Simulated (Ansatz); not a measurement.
## Structural energy differences of thallium

The calculation used DFT, PBE, plane waves (420 eV) with PAW, scalar-relativistic in Ansatz 0.2.0.

Each structure is relaxed within its own symmetry, so a high-lying one may be dynamically unstable.

```csv
structure,ΔE (meV/atom),V (Å³/atom),cell,magnetic state
hcp,0,31.49,"a = 3.590 Å, c = 5.642 Å (c/a = 1.571)",spin not included
bcc,4,31.47,a = 3.978 Å,spin not included
omega (AlB2-type),15,31.70,"a = 5.633 Å, c = 3.462 Å (c/a = 0.615)",spin not included
dhcp,17,31.22,"a = 3.549 Å, c = 11.451 Å (c/a = 3.227)",spin not included
fcc,19,31.26,a = 5.000 Å,spin not included
A15,41,31.76,a = 6.334 Å,spin not included
simple cubic,139,34.28,a = 3.249 Å,spin not included
diamond,375,45.35,a = 7.132 Å,spin not included
```

ΔE counts from hcp.

Differences under about 8 meV lie within the error of the k-point mesh.
